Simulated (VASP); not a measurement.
# ZnCu (Pm-3m) in VASP: notebook

One crystal, ZnCu, is run at these levels: r2SCAN; tasks: single point.

All numbers are computed with VASP 6.6.1; they aren't measurements. Logs are shortened: lines on timing, memory, paths and dates and some standing lists are left out, and cuts for length are marked.

## Step 1: Starting point

Symmetry: Pm-3m, No. 221, cubic system. The conventional cell has a = 2.945 Å, b = 2.945 Å, c = 2.945 Å, α = 90.00°, β = 90.00°, γ = 90.00°. Zn (site symmetry m-3m) has 8 Cu at 2.55 Å as nearest neighbours. Cu (site symmetry m-3m) has 8 Zn at 2.55 Å as nearest neighbours.

## Step 2: Single point, r2SCAN

The input, INCAR:

```
PREC     = Low            # precision mode
ENCUT    = 400            # plane-wave cutoff, eV
EDIFF    = 1E-6           # SCF threshold, eV
ISMEAR   = -1             # smearing method
SIGMA    = 0.1            # smearing width, eV
LREAL    = False          # projectors in reciprocal space
LASPH    = True           # aspherical terms in the spheres
NELM     = 100            # most SCF steps
ALGO     = Normal         # electronic algorithm
ISIF     = 2              # what is computed and relaxed
LWAVE    = False          # write WAVECAR
LCHARG   = False          # write CHGCAR
METAGGA  = R2SCAN         # meta-GGA
LMIXTAU  = True         
NBANDS   = 18             # bands
ADDGRID  = False
```

The input, KPOINTS:

```
Automatic mesh
0
Gamma
  7 7 7
```

The input, POSCAR:

```
ZnCu
1.0
    2.9450000000      0.0000000000      0.0000000000
    0.0000000000      2.9450000000      0.0000000000
    0.0000000000      0.0000000000      2.9450000000
Zn Cu
1 1
Direct
    0.5000000000      0.5000000000      0.5000000000
    0.0000000000      0.0000000000      0.0000000000
```

Potentials or basis: VASP PAW PBE potentials, release 64 (Zn, Cu).

Started as:

```sh
cat potpaw_PBE.64/Zn/POTCAR potpaw_PBE.64/Cu/POTCAR > POTCAR
mpirun -np 1 vasp_std > vasp.out
```

OUTCAR:

```text
PREC = Low
   ENCUT = 400
   EDIFF = 1E-6
   ISMEAR = -1
   LREAL = False
   LASPH = True
   NELM = 100
   ISIF = 2
   METAGGA = R2SCAN

 Found     20 irreducible k-points:

 Following reciprocal coordinates:
            Coordinates               Weight
  0.000000  0.000000  0.000000      1.000000
  0.142857  0.000000  0.000000      6.000000
  0.285714  0.000000  0.000000      6.000000
  0.428571  0.000000  0.000000      6.000000
  0.142857  0.142857  0.000000     12.000000
  0.285714  0.142857  0.000000     24.000000
   k-points           NKPTS =     20   k-points in BZ     NKDIM =     20   number of bands    NBANDS=     18
   number of dos      NEDOS =    301   number of ions     NIONS =      2
   total plane-waves  NPLWV =   2744
   dimension x,y,z NGX =    14 NGY =   14 NGZ =   14
   dimension x,y,z NGXF=    18 NGYF=   18 NGZF=   18
   ions per type =               1   1
   NGX,Y,Z   is equivalent  to a cutoff of   7.90,  7.90,  7.90 a.u.
   NGXF,Y,Z  is equivalent  to a cutoff of  10.16, 10.16, 10.16 a.u.
 SYSTEM =  unknown system
   PREC   = low       normal or accurate (medium, high low for compatibility)
   ISTART =      0    job   : 0-new  1-cont  2-samecut
   ICHARG =      2    charge: 1-file 2-atom 10-const
   ISPIN  =      1    spin polarized calculation?
   LNONCOLLINEAR =      F non collinear calculations
   LSORBIT =      F    spin-orbit coupling
   LASPH  =      T    aspherical Exc in radial PAW
   ENCUT  =  400.0 eV  29.40 Ry    5.42 a.u.   4.80  4.80  4.80*2*pi/ulx,y,z
   NELM   =    100;   NELMIN=  2; NELMDL= -5     # of ELM steps
   EDIFF  = 0.1E-05   stopping-criterion for ELM
   LREAL  =      F    real-space projection
   EDIFFG = 0.1E-04   stopping-criterion for IOM
   NSW    =      0    number of steps for IOM
   IBRION =     -1    ionic relax: 0-MD 1-quasi-New 2-CG
   NFREE  =      0    steps in history (QN), initial steepest desc. (CG)
   ISIF   =      2    stress and relaxation
   ISYM   =      2    0-nonsym 1-usesym 2-fastsym
   POTIM  = 0.5000    time-step for ionic-motion
   TEBEG  =    0.0;   TEEND  =   0.0 temperature during run
   PSTRESS=    0.0 pullay stress
   NELECT =      23.0000    total number of electrons
   NUPDOWN=      -1.0000    fix difference up-down
   EMIN   =  10.00;   EMAX   =-10.00  energy-range for DOS
   EFERMI =   0.00;   METHOD = LEGACY
   ISMEAR =    -1;   SIGMA  =   0.10  broadening in eV -4-tet -1-fermi 0-gaus
   EFERMI_NEDOS =   21; number of points for ismear=-14 and -15
   IALGO  =     38    algorithm
   IMIX   =      4    mixing-type and parameters
     AMIX     =   0.40;   BMIX     =  1.00
     AMIX_MAG =   1.60;   BMIX_MAG =  1.00
  volume/ion in A,a.u.               =      12.77        86.18
  Fermi-wavevector in a.u.,A,eV,Ry     =   1.580880  2.987429 34.003415  2.499180
  Thomas-Fermi vector in A             =   2.681040
   LORBIT       =      0    0 simple, 1 ext, 2 COOP (PROOUT), +10 PAW based schemes
   METAGGA = R2SCAN    functional components
   LHFCALC =     F    Hartree Fock is set to
   AEXX    =    0.0000 exact exchange contribution
   IVDW    =     0    specifies the selected vdW correction
   LEPSILON=     F    determine dielectric tensor
   LRPA    =     F    only Hartree local field effects (RPA)
 non-spin polarized calculation
  energy-cutoff  :      400.00
  volume of cell :       25.54
 maximum number of plane-waves:       474
   NGX =  9   NGY =  9   NGZ =  9

 number of electron      22.9996554 magnetization

 Free energy of the ion-electron system (eV)
  ---------------------------------------------------
  ext. energy  EPLUGINS =         0.00000000
  ---------------------------------------------------
  free energy    TOTEN  =       -19.98300569 eV

  energy without entropy =      -19.97004630  energy(sigma->0) =      -19.97652600

 E-fermi :   5.5481     XC(G=0): -13.5232

 val. band max:        5.4991862604   @ k =   0.4286   0.2857   0.2857
 cond. band min:       5.5976785459   @ k =   0.2857   0.0000   0.0000
 fundamental gap:      0.0984922855
 Fermi energy:         5.5481429945

 k-point     1 :       0.0000    0.0000    0.0000
  band No.  band energies     occupation
      1      -5.3859      2.00000
      2      -2.7891      2.00000
      3      -2.7891      2.00000
      4      -2.0508      2.00000
      5      -2.0508      2.00000
      6      -2.0508      2.00000
[... 10 lines left out ...]
     17      18.5476      0.00000
     18      29.8176      0.00000

 k-point     2 :       0.1429    0.0000    0.0000
  band No.  band energies     occupation
      1      -5.0029      2.00000
      2      -2.7466      2.00000
      3      -2.7094      2.00000
      4      -2.0832      2.00000
      5      -2.0832      2.00000
      6      -2.0356      2.00000
[... 10 lines left out ...]
     17      21.1193      0.00000
     18      26.8867      0.00000

 k-point     3 :       0.2857    0.0000    0.0000
  band No.  band energies     occupation
      1      -3.9312      2.00000
      2      -2.6486      2.00000
      3      -2.4691      2.00000
      4      -2.1551      2.00000
      5      -2.1551      2.00000
      6      -2.0009      2.00000
[... 10 lines left out ...]
     17      23.1694      0.00000
     18      23.1694      0.00000

 k-point     4 :       0.4286    0.0000    0.0000
  band No.  band energies     occupation
      1      -2.9114      2.00000
      2      -2.5677      2.00000
      3      -2.2128      2.00000
      4      -2.2128      2.00000
      5      -1.9728      2.00000
      6      -1.5934      2.00000
[... 10 lines left out ...]
     17      19.6310      0.00000
     18      19.8969      0.00000

 k-point     5 :       0.1429    0.1429    0.0000
  band No.  band energies     occupation
      1      -4.6300      2.00000
      2      -2.6941      2.00000
      3      -2.6456      2.00000
      4      -2.1148      2.00000
      5      -2.0986      2.00000
      6      -2.0504      2.00000
[... 10 lines left out ...]
     17      21.9135      0.00000
     18      22.9394      0.00000

 k-point     6 :       0.2857    0.1429    0.0000
  band No.  band energies     occupation
      1      -3.6191      2.00000
      2      -2.6033      2.00000
      3      -2.4479      2.00000
      4      -2.1686      2.00000
      5      -2.1148      2.00000
      6      -2.0481      2.00000
[... 10 lines left out ...]
     17      21.9912      0.00000
     18      23.4592      0.00000

 [... further k-points ...]

------------------------ aborting loop because EDIFF is reached ----------------------------------------

  FORCE on cell =-STRESS in cart. coord.  units (eV):
  Direction    XX          YY          ZZ          XY          YZ          ZX
  --------------------------------------------------------------------------------------
  -------------------------------------------------------------------------------------
  Total       -0.8200784     -0.8200784     -0.8200784      0.0000000     -0.0000000     -0.0000000
  in kB      -51.4410785    -51.4410785    -51.4410785      0.0000000     -0.0000000     -0.0000000
  external PRESSURE =     -51.4410785 kB  Pullay stress =       0.0000000 kB

 VOLUME and BASIS-vectors are now :
 -----------------------------------------------------------------------------
  energy-cutoff  :      400.00
  volume of cell :       25.54
      direct lattice vectors                 reciprocal lattice vectors
     2.945000000  0.000000000  0.000000000     0.339558574  0.000000000  0.000000000
     0.000000000  2.945000000  0.000000000     0.000000000  0.339558574  0.000000000
     0.000000000  0.000000000  2.945000000     0.000000000  0.000000000  0.339558574

 POSITION                                       TOTAL-FORCE (eV/Angst)
 -----------------------------------------------------------------------------------
      1.47250      1.47250      1.47250         0.000000      0.000000      0.000000
      0.00000      0.00000      0.00000         0.000000      0.000000      0.000000
 -----------------------------------------------------------------------------------
    total drift:                                0.000000      0.000000      0.000000

  FREE ENERGIE OF THE ION-ELECTRON SYSTEM (eV)
  ---------------------------------------------------
  free  energy   TOTEN  =       -19.9830056937 eV

  energy  without entropy=      -19.9700462976  energy(sigma->0) =      -19.97652600
```

Run time: 17 s. Hardware: 1 thread of Intel Xeon Platinum 8259CL at 2.50GHz (Skylake/Cascade Lake), shared host; peak memory 0.11 GiB.

These settings aren't checked as converged: the numbers below hold their error.

What came out:

| Item | Value |
| --- | --- |
| Free energy | -19.9830 eV |
| Pressure | -5.1 GPa |
| Band gap on the k mesh | none (metal or under the smearing width) |

Caveat: the PAW data sets were made with another functional, which shifts forces and pressure a little.

## Step 3: Single point, r2SCAN

INCAR is that of step 2.

KPOINTS is that of step 2.

The input, POSCAR:

```
ZnCu
1.0
    2.9450000000      0.0000000000      0.0000000000
    0.0000000000      2.9450000000      0.0000000000
    0.0000000000      0.0000000000      2.9450000000
Zn Cu
1 1
Direct
    0.5128410000      0.4877280000      0.4845920000
   -0.0040920000      0.0326400000      0.0060300000
```

Potentials or basis: VASP PAW PBE potentials, release 64 (Zn, Cu).

Started as:

```sh
cat potpaw_PBE.64/Zn/POTCAR potpaw_PBE.64/Cu/POTCAR > POTCAR
mpirun -np 1 vasp_std > vasp.out
```

Wall time 76 s (1 thread of Intel Xeon Platinum 8259CL at 2.50GHz (Skylake/Cascade Lake), shared host); peak memory 0.15 GiB.

These settings aren't checked as converged: the numbers below hold their error.

What came out:

```yaml
Free_energy: -19.9302 eV
Pressure: -2.3 GPa
Largest_force: 0.808 eV/Å
Band_gap_on_the_k_mesh: none (metal or under the smearing width)
```

Caveat: the PAW data sets were made with another functional, which shifts forces and pressure a little.
